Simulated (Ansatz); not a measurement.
**Si: energy along a strain**

Si, P6_3/mmc, a = 3.831 Å, c = 6.333 Å (as given, not relaxed at this level: -0.4 GPa, forces to 0.01 eV/Å). This isn't the element's structure at ambient conditions. Ansatz: PBEsol, PAW, 420 eV, Γ-centred 12×12×6 mesh on 4 atoms, Gaussian smearing 0.03 eV; no spin polarisation. Cell vectors (Å): 3.831 0.000 0.000; -1.916 3.318 0.000; 0.000 0.000 6.333. The cell is strained by x per cent times the pattern (1 -1 0 0 0 0) in the order xx yy zz yz xz xy (engineering shears), with fractional coordinates held. y is the free energy over the start, V0 = 20.126 Å³/atom.

| x (%) | y (meV/atom) |
| --- | --- |
| -4.00 | ? |
| -3.00 | 19.27 |
| -2.00 | 8.60 |
| -1.00 | 2.16 |
| 0.00 | 0.00 |
| 1.00 | 2.17 |
| 2.00 | 8.71 |
| 3.00 | 19.61 |
| 3.50 | 26.74 |
| 4.00 | 34.93 |

Task: Fit y = c1 x + c2 x² + c3 x³ to the other rows, get the stiffness along the pattern, and predict the missing energy.

Result: Least squares on the rows shown. y = 0.0073035 x + 2.1606 x² + 0.0053658 x³. The clamped-ion stiffness p·C·p = 2 × 21.61 eV × 160.2 / 20.126 Å³ = 344 GPa (second derivative at the start, which stands under stress). At x = -4.00 the fit asked for gives 34.20 meV/atom. The run gave 34.12 meV/atom, so the fit is 0.08 meV/atom too high, a small miss on the scale of the series.

Cost: 10 runs of about 1.8 core-minutes in all, on AMD EPYC 7R43 (Zen 3) (shared hosts).